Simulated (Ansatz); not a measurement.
# ZrN: the cost of one run

Program: Ansatz 0.2.0, driven from Python. The levels of theory stand in the script. These are calculated values, not measurements.

The COD entry's cell or inner coordinates are ideal or old and differ from later refinements, so a difference from it is no clean test against experiment.

**1. The structure**

Symmetry: Fm-3m, No. 225, cubic system. Conventional cell: a = 4.600 Å, b = 4.600 Å, c = 4.600 Å, α = 90.00°, β = 90.00°, γ = 90.00°. Zr (site symmetry m-3m) has 6 N at 2.30 Å as nearest neighbours. Around N (site symmetry m-3m) lie 6 Zr at 2.30 Å.

The script holds or builds the structure itself.

**2. The script**

Input file paw_lapw.py:

```python
"""Checking the PAW result for ZrN with LAPW."""

import ansatz as az
import numpy as np


def count_gap(report):
    # lowest empty less highest filled band, counting bands; zero where they overlap
    return max(report.get("gap_by_band_count_ev") or 0.0, 0.0)


def main() -> None:
    structure = (
        az.Lattice.of((0.0, 2.3, 2.3), (2.3, 0.0, 2.3), (2.3, 2.3, 0.0))
        .atom("Zr", (0.5, 0.5, 0.5))
        .atom("N", (0.0, 0.0, 0.0))
    )

    setup = (
        structure.calculation()
        .kpoints(11, 11, 11, center="gamma")  # the mesh must be finer for metals
        .functional("lda")
        .occupations("Fermi-Dirac", width=0.15)  # the run then minimises F = E - TS
        .stress()
        .forces()  # minus the gradient of the free energy
        .band_table()  # levels at the mesh points
    )
    variants = {
        "PAW": setup.pseudopotentials("paw"),
        "LAPW": setup.pseudopotentials("all_electron", lapw=True),
    }
    # totals differ by the cores that each treatment holds, so compare what does not depend on them
    rows = []
    for label, variant in variants.items():
        rep = variant.run().report
        levels = np.array(rep["eigenvalues_ev"][0]) - rep["fermi_energy_ev"]
        print(label, "levels at the first k-point near E_F:", np.round(levels[np.abs(levels) < 5], 3))
        rows.append((label, rep["n_electrons"], np.trace(rep["stress_gpa"]) / 3, count_gap(rep)))
    for row in rows:
        print("; ".join(f"{name} = {round(v, 4) if isinstance(v, float) else v}" for name, v in zip(["treatment", "electrons in bands", "P GPa", "gap by band count eV"], row)))


if __name__ == "__main__":
    main()
```

**3. What the engine is handed**

The package turns the script's settings into the engine's input (first run):

```yaml
crystal:
  lattice:
    - [0.0, 2.3, 2.3]
    - [2.3, 0.0, 2.3]
    - [2.3, 2.3, 0.0]
  atoms:
    - { symbol: Zr, position: [0.5, 0.5, 0.5] }
    - { symbol: "N", position: [0.0, 0.0, 0.0] }
kpoints:
  mp_grid:
    grid: [11, 11, 11]
    shift: [0.0, 0.0, 0.0]
hamiltonian:
  xc: lda
  pseudopotentials:
    kind: paw
scf:
  occupations:
    method: fermi_dirac
    width: 0.15
output:
  forces: true
  stress: true
  eigenvalues: true
```

**4. Launch**

Started as:

```sh
> python paw_lapw.py
```

**Question.** How long does this script take on 1 thread of Arm Neoverse V1, shared host, and how much memory does it need?

About 17 s, with a peak of 0.49 GiB.
